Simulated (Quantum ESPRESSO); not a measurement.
WC and the effect of the Hubbard U on W d

The structure is hexagonal, space group P-6m2 (No. 187). The conventional cell has a = 2.907 Å, b = 2.907 Å, c = 2.837 Å, α = 90.00°, β = 90.00°, γ = 120.00°. W (site symmetry -6m2) has 6 C at 2.20 Å as nearest neighbours. C (site symmetry -6m2) has 6 W at 2.20 Å as nearest neighbours.

Kept alike: task single point; functional PBEsol; k mesh 10 × 10 × 9; occupations fermi-dirac, width 0.05 eV; no spin polarisation. Program: Quantum ESPRESSO, GBRV 1.5 PBEsol, cutoff 762 eV. The mesh is that of the run's cell of 2 atoms. No spin-orbit coupling.

| run | pressure (GPa) |
| --- | --- |
| A | -2.40 |
| B | -1.76 |
| C | -1.24 |
| D | -2.20 |
| E | -0.58 |
| F | -1.99 |
| G | -2.60 |
| H | -1.51 |

Pressure is positive in compression; the values hold the error of the finite cutoff, so their zero can differ a little from the energy's minimum. U acts here on a shell without spin polarisation. For a metal such a mesh leaves the last digits unconverged. How U acts hangs on the program's projectors.

Problem. The runs differ in the Hubbard U on W d alone: 0; 1; 2; 3; 4; 5; 6; 8 eV. Which run is which?

Solution. Run A is 1 eV; run B is 4 eV; run C is 6 eV; run D is 2 eV; run E is 8 eV; run F is 3 eV; run G is 0 eV; run H is 5 eV. The pressure rises from -2.60 to -0.58 GPa between 0 and 8 eV. U localises the shell and weakens its bonds, so the cell pushes outwards.
